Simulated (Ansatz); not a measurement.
# Ag (Im-3m) in Ansatz: further runs

The runs below take Ag through single point, with PBEsol.

Everything below comes from runs of Ansatz 0.2.0. Logs are shortened: lines on timing, memory, paths and dates and some standing lists are left out, and cuts for length are marked.

## (1) The crystal as given

Symmetry: Im-3m, No. 229, cubic system. The conventional cell has a = 3.311 Å, b = 3.311 Å, c = 3.311 Å, α = 90.00°, β = 90.00°, γ = 90.00°. Around Ag (site symmetry m-3m) lie 8 Ag at 2.87 Å.

This isn't the form of Ag at room conditions, which is fcc.

## (2) Single point, PBEsol, 17.06 Å³/atom (volume scaled by 0.94)

The input, input.yaml:

```yaml
crystal:
  lattice:
    - [-1.6218556592, 1.6218556592, 1.6218556592]
    - [1.6218556592, -1.6218556592, 1.6218556592]
    - [1.6218556592, 1.6218556592, -1.6218556592]
  atoms:
    - { symbol: Ag, position: [0.0, 0.0, 0.0] }
kpoints:
  mp_grid: { grid: [11, 11, 11] }
scf:
  occupations: { method: fermi_dirac, width: 0.05 }
hamiltonian:
  xc: pbesol
  pseudopotentials: { kind: all_electron, lapw: { basis_error: 0.0005 } }
output:
  forces: true
  stress: true
  eigenvalues: true
```

Potentials or basis: all-electron LAPW, scalar-relativistic.

The run is started by

```bash
> ansatz run input.yaml --threads 1 --pin off --max-ram 3072MiB --backend cpu --events-out ev --progress --plain --runs-dir out
```

The program printed:

```text
Warning: RAYON_NUM_THREADS=1 ignored (pool sized by the plan → 1); use --threads N
LAPW: plane waves up to 8.500 Å⁻¹, error target 5.0e-4 eV per atom; small_component_spin mean_spin; Ag in spheres of 1.405 Å, 29 of its electrons in bands, Dirac shells [] (how accurate: hamiltonian.pseudopotentials.lapw.basis_error, Limitations)
Engine: ansatz 0.2.0, aarch64-unknown-linux-gnu
Pseudopotentials: kind: all_electron
Pseudopotential: Ag, LAPW, valence charge 29, lapw/all_electron/scalar/gaussian/Ag, Koelling and Harmon's equation, gaussian nucleus
Functional definition: PBEsol
  exchange = pbesol_x
  correlation = pbesol_c
Crystal: 1 atoms, lattice volume = 17.065 Å³
Basis set: ecut = 275.3002698944659 eV, 177 PW (Γ), exchange–correlation at level 2
Bands: 19, of which v1, the nominal top of the filled ones, is band 15 counted from 1 (14 counted from 0)
Symmetry: 48 space group operations
Space group: Im-3m (ITA 229), of the structure as read, at distance tolerance 2.6e-5 Å
k-points: 56 of 1331
Non-local potential: Ag, projectors of the file, none
Initial density: superposition of atomic densities (chi_scale 0.1, normalization cell)
Initial wavefunctions: plane waves of lowest kinetic energy (no species holds an atomic orbital)
Functional: x = pbesol(κ = 0.804, μ = 0.12345679012345678), c = pbesol(β = 0.046)
iter 1 solved again at ethr=2.44e-4 eV; its pass at ethr=1.00e-1 eV (dr2=7.08e-2 eV) is discarded
SCF iter   1: F=—  HF=-144588.264749 eV  |F-HF|=—  |Δ(HF+E_count)|=         —  Δρ=2.52e-2  dr2=7.11e-2  ethr=2.44e-4  ⟨swp⟩=3.0  Hψ=6902  notcnv=0
preconditioner: auto → Kerker (q_TF=auto, 2.980 Å⁻¹)  [metal: Δε(μ)=0.063 eV  Ē_g=15.759 eV  σ=0.050 eV  W_gap=0.29  n_scr=12 (ndim 8)  ℏωp=29.8 eV  f_vac=0.000  D(μ)=0.61/eV (n_scr^D=0)]
iter 2 solved again at ethr=1.12e-5 eV; its pass at ethr=2.44e-4 eV (dr2=3.24e-3 eV) is discarded
SCF iter   2: F=—  HF=-144588.037210 eV  |F-HF|=—  |Δ(HF+E_count)|=   2.28e-1  Δρ=4.32e-3  dr2=3.24e-3  ethr=1.12e-5  ⟨swp⟩=2.0  Hψ=5323  notcnv=0
preconditioner: auto → none  [insulator: Δε(μ)=0.192 eV  Ē_g=16.556 eV  σ=0.050 eV  W_gap=0.61  n_scr=12 (ndim 8)  ℏωp=29.8 eV  f_vac=0.000  D(μ)=0.48/eV (n_scr^D=0)  ε∞_Penn≈4.2]
SCF iter   3: F=—  HF=-144587.983424 eV  |F-HF|=—  |Δ(HF+E_count)|=   5.38e-2  Δρ=5.39e-3  dr2=3.93e-3  ethr=1.12e-5  ⟨swp⟩=2.5  Hψ=3110  notcnv=0
SCF iter   4: F=—  HF=-144587.981291 eV  |F-HF|=—  |Δ(HF+E_count)|=   2.13e-3  Δρ=8.16e-4  dr2=9.39e-5  ethr=1.12e-5  ⟨swp⟩=2.0  Hψ=2720  notcnv=0
SCF iter   5: F=—  HF=-144587.981305 eV  |F-HF|=—  |Δ(HF+E_count)|=   1.37e-5  Δρ=2.15e-5  dr2=3.08e-8  ethr=3.24e-7  ⟨swp⟩=2.0  Hψ=2942  notcnv=0
SCF iter   6: F=-144587.981304 eV  HF=-144587.981304 eV  |F-HF|=1.41e-8  |Δ(HF+E_count)|=   1.25e-6  Δρ=6.33e-6  dr2=3.88e-9  ethr=1.06e-10  ⟨swp⟩=3.2  Hψ=3263  notcnv=0
SCF 1 converged in 6 iterations: F = -144587.981304 eV  dr2 = 3.88e-9
SCF converged after 6 iterations
Free energy (F): -144587.981304 eV
Harris-Foulkes:  -144587.981304 eV  (|F-HF|=1.41e-8)
Internal energy: -144587.977227 eV  (E = F + TS)
E sigma→0 (E₀):  -144587.979265 eV
Entropy (-TS):   -0.004077 eV (-4.077 meV/atom)
Fermi energy:    18.561360 eV
--- Per-component energies (eV) ---
  E_band       = -3576.160380
  E_kinetic    = 151163.764754
  E_xc         = -3997.248660
  E_electrostatic = -291754.493321  (all electrons and nuclei)
  E_smearing   = -0.004077  (= −TS)
  E_closure    = 0.000000  (closes the sum)
  E_atoms      = -144584.709470  (free atoms, spherical and without spin; not in F)
  Σ components = -144587.981304   (vs F -144587.981304, Δ=0.00e0)
  Basis errors (estimates in eV, not in F): energy 1.3e-4 per atom: plane waves 1.2e-4 (6.1e-5 summed), levels above the bands 3.5e-126, relativity 1.2e-8, radial functions 1.0e-5, core shells 9.6e-9; eigenvalues (radial functions only) 1.2e-6; not estimated: angular momenta, meshes, grids; target (lapw.basis_error) 5.0e-4; muffin-tin radii Ag 1.405 Å
--- Forces (eV/Å), atoms counted from 1 ---
  atom   1  Ag    -0.00000000     0.00000000     0.00000000
  max |Σ_I F_I| component: 3.62e-31 eV/Å
--- Stress (GPa, compression-positive) ---
       -1.823319       0.000000       0.000000
        0.000000      -1.823319       0.000000
        0.000000       0.000000      -1.823319
  P = ⅓ Tr σ = -1.8233 GPa (-18.233 kbar)
--- Band table (eV; the first three rows and the last of 56) ---
  k-point 0: bands = ["-336.6658", "-336.6658", "-336.6658", "-336.6579", "-336.6579", "-73.2505", "-36.6592", "-36.6592", "-36.6592", "10.7569", "13.7254", "13.7254", "13.7254", "15.0790", "15.0790", "36.3437", "36.3437", "36.3437", "42.7866"]
  k-point 1: bands = ["-336.6658", "-336.6658", "-336.6658", "-336.6579", "-336.6579", "-73.2490", "-36.6728", "-36.6641", "-36.6590", "11.0279", "13.6577", "13.7358", "13.8827", "15.0080", "15.0841", "35.6766", "36.2373", "36.5407", "40.5674"]
  k-point 2: bands = ["-336.6658", "-336.6658", "-336.6658", "-336.6579", "-336.6579", "-73.2449", "-36.7094", "-36.6774", "-36.6586", "11.7398", "13.4803", "13.8094", "14.3254", "14.8908", "15.1017", "33.1994", "35.3277", "37.0487", "38.6756"]
  k-point 55: bands = ["-336.6658", "-336.6658", "-336.6658", "-336.6579", "-336.6579", "-73.2163", "-36.7884", "-36.7866", "-36.7866", "12.3147", "12.3350", "15.7432", "15.7432", "15.8069", "24.5108", "25.7003", "25.7003", "31.6236", "32.0999"]
```

Run time: 9.2 s. Hardware: 1 thread of Arm Neoverse N1, shared host; peak memory 0.26 GiB.

What came out:

```
Free energy            : -144587.9813 eV
Pressure               : -1.8 GPa
Band gap on the k mesh : none (metal or under the smearing width)
```

## (3) Single point, PBEsol, 17.43 Å³/atom (volume scaled by 0.96)

Changes to input.yaml since step 2:

```diff
@@ -2,5 +2,5 @@
   lattice:
-    - [-1.6218556592, 1.6218556592, 1.6218556592]
-    - [1.6218556592, -1.6218556592, 1.6218556592]
-    - [1.6218556592, 1.6218556592, -1.6218556592]
+    - [-1.6332775543, 1.6332775543, 1.6332775543]
+    - [1.6332775543, -1.6332775543, 1.6332775543]
+    - [1.6332775543, 1.6332775543, -1.6332775543]
   atoms:
```

Potentials or basis: all-electron LAPW, scalar-relativistic.

The run is started by

```bash
> ansatz run input.yaml --threads 1 --pin off --max-ram 3072MiB --backend cpu --events-out ev --progress --plain --runs-dir out
```

It took 9.1 s on 1 thread of Arm Neoverse N1, shared host; peak memory 0.26 GiB.

Results (log left out):

- Free energy: -144587.9747 eV
- Pressure: -3.9 GPa
- Band gap on the k mesh: none (metal or under the smearing width)

## (4) Single point, PBEsol, 17.79 Å³/atom (volume scaled by 0.98)

Changes to input.yaml since step 3:

```diff
@@ -2,5 +2,5 @@
   lattice:
-    - [-1.6332775543, 1.6332775543, 1.6332775543]
-    - [1.6332775543, -1.6332775543, 1.6332775543]
-    - [1.6332775543, 1.6332775543, -1.6332775543]
+    - [-1.6445418934, 1.6445418934, 1.6445418934]
+    - [1.6445418934, -1.6445418934, 1.6445418934]
+    - [1.6445418934, 1.6445418934, -1.6445418934]
   atoms:
```

The run is started by

```bash
> ansatz run input.yaml --threads 1 --pin off --max-ram 3072MiB --backend cpu --events-out ev --progress --plain --runs-dir out
```

Wall time 8 s (1 thread of Arm Neoverse N1, shared host); peak memory 0.25 GiB.

Results (log left out):

* Free energy: -144587.9638 eV
* Pressure: -5.7 GPa
* Band gap on the k mesh: none (metal or under the smearing width)

## (5) Single point, PBEsol, 18.15 Å³/atom

Changes to input.yaml since step 4:

```diff
@@ -2,5 +2,5 @@
   lattice:
-    - [-1.6445418934, 1.6445418934, 1.6445418934]
-    - [1.6445418934, -1.6445418934, 1.6445418934]
-    - [1.6445418934, 1.6445418934, -1.6445418934]
+    - [-1.655654, 1.655654, 1.655654]
+    - [1.655654, -1.655654, 1.655654]
+    - [1.655654, 1.655654, -1.655654]
   atoms:
```

The run is started by

```bash
> ansatz run input.yaml --threads 1 --pin off --max-ram 3072MiB --backend cpu --events-out ev --progress --plain --runs-dir out
```

Wall time 8.2 s (1 thread of Arm Neoverse N1, shared host); peak memory 0.25 GiB.

Results (log left out):

| Property | Result |
| --- | --- |
| Free energy | -144587.9490 eV |
| Pressure | -7.3 GPa |
| Band gap on the k mesh | none (metal or under the smearing width) |

## (6) Single point, PBEsol, 18.52 Å³/atom (volume scaled by 1.02)

Changes to input.yaml since step 5:

```diff
@@ -2,5 +2,5 @@
   lattice:
-    - [-1.655654, 1.655654, 1.655654]
-    - [1.655654, -1.655654, 1.655654]
-    - [1.655654, 1.655654, -1.655654]
+    - [-1.6666189156, 1.6666189156, 1.6666189156]
+    - [1.6666189156, -1.6666189156, 1.6666189156]
+    - [1.6666189156, 1.6666189156, -1.6666189156]
   atoms:
```

Potentials or basis: all-electron LAPW, scalar-relativistic.

The run is started by

```bash
> ansatz run input.yaml --threads 1 --pin off --max-ram 3072MiB --backend cpu --events-out ev --progress --plain --runs-dir out
```

Wall time 8.2 s (1 thread of Arm Neoverse N1, shared host); peak memory 0.25 GiB.

The run converged. Its results:

| Item | Value |
| --- | --- |
| Free energy | -144587.9309 eV |
| Pressure | -8.6 GPa |
| Band gap on the k mesh | none (metal or under the smearing width) |

## (7) Single point, PBEsol, 18.88 Å³/atom (volume scaled by 1.04)

Changes to input.yaml since step 6:

```diff
@@ -2,5 +2,5 @@
   lattice:
-    - [-1.6666189156, 1.6666189156, 1.6666189156]
-    - [1.6666189156, -1.6666189156, 1.6666189156]
-    - [1.6666189156, 1.6666189156, -1.6666189156]
+    - [-1.6774414196, 1.6774414196, 1.6774414196]
+    - [1.6774414196, -1.6774414196, 1.6774414196]
+    - [1.6774414196, 1.6774414196, -1.6774414196]
   atoms:
```

The run is started by

```bash
> ansatz run input.yaml --threads 1 --pin off --max-ram 3072MiB --backend cpu --events-out ev --progress --plain --runs-dir out
```

Wall time 7.6 s (1 thread of Arm Neoverse N1, shared host); peak memory 0.25 GiB.

It converged, with:

* Free energy: -144587.9099 eV
* Pressure: -9.8 GPa
* Band gap on the k mesh: none (metal or under the smearing width)

## (8) Single point, PBEsol, 19.24 Å³/atom (volume scaled by 1.06)

Changes to input.yaml since step 7:

```diff
@@ -2,5 +2,5 @@
   lattice:
-    - [-1.6774414196, 1.6774414196, 1.6774414196]
-    - [1.6774414196, -1.6774414196, 1.6774414196]
-    - [1.6774414196, 1.6774414196, -1.6774414196]
+    - [-1.6881260479, 1.6881260479, 1.6881260479]
+    - [1.6881260479, -1.6881260479, 1.6881260479]
+    - [1.6881260479, 1.6881260479, -1.6881260479]
   atoms:
```

The run is started by

```bash
> ansatz run input.yaml --threads 1 --pin off --max-ram 3072MiB --backend cpu --events-out ev --progress --plain --runs-dir out
```

Run time: 7.5 s. Hardware: 1 thread of Arm Neoverse N1, shared host; peak memory 0.24 GiB.

The run converged. Its results:

```
Free energy            : -144587.8866 eV
Pressure               : -10.8 GPa
Band gap on the k mesh : none (metal or under the smearing width)
```

## (9) For comparison

An earlier run on the cell as given: functional PBEsol; potentials or basis all-electron LAPW, scalar-relativistic; cutoff 245 eV (chosen from the basis error); basis error allowed 0.001 eV/atom; k mesh 11 × 11 × 11; occupations fermi-dirac, width 0.05 eV; no spin polarisation.

- Pressure: -7.3 GPa
- Band gap on the k mesh: none (metal or under the smearing width)
